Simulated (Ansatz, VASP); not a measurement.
Si: VASP beside Ansatz

```
Si
1.0
    -2.35546    2.35546    1.32034
     2.35546   -2.35546    1.32034
     2.35546    2.35546   -1.32034
Si
2
Direct
  0.50000 0.50000 0.00000
  0.25000 0.75000 0.50000
```

Change from the starting cell: volume scaled by 0.98.

Alike in both runs: task single point; functional PBEsol; k mesh 11 × 11 × 11; occupations fermi-dirac, width 0.05 eV; no spin polarisation.

|  | VASP | Ansatz |
| --- | --- | --- |
| version | VASP 6.6.1 | Ansatz 0.2.0 |
| potentials or method | VASP PAW PBE potentials, release 64 (Si), cutoff 520 eV | all-electron LAPW, scalar-relativistic |

VASP gave:

```
gap on the k mesh at the Fermi level (eV)       : none
pressure (GPa)                                  : 3.4
largest component of the traceless stress (GPa) : 1.67
```

Q: What did Ansatz give for the same quantities?

A: gap on the k mesh at the Fermi level (eV): none; pressure (GPa): 3.2; largest component of the traceless stress (GPa): 1.61.

A gap of «none» marks a metal or a gap that the smearing closes. Ansatz ran all-electron here, so the differences hold the error of VASP's frozen core and of both bases.

Caveats: the PAW data sets were made with another functional, which shifts forces and pressure a little (VASP).
